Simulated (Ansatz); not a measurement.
BaSnO3 (cubic perovskite): values from a third-order Birch-Murnaghan fit to a volume scan beside measured ones. Computed values: r2SCAN (plane waves to 500 eV, PAW, scalar-relativistic; Ansatz, a quantum-chemistry and plane-wave program). BaSnO3 was relaxed with its symmetry unable to fall.

```tsv
quantity	reference	kind	r2SCAN	difference
Lattice constant a (Å)	4.116	measured, room temperature or unstated	4.131	+0.4 %
```

References as given in: Woong-Jhae Lee, Hyung Joon Kim, Jeonghun Kang et al., Annual Review of Materials Research (2017), arXiv:1707.09778. Values not taken to low temperature hold thermal and zero-point shifts that a static calculation lacks, so small differences there are no errors of the method.

(Under strain, the slope of the energy per volume gives the stress and its curvature an elastic modulus.)
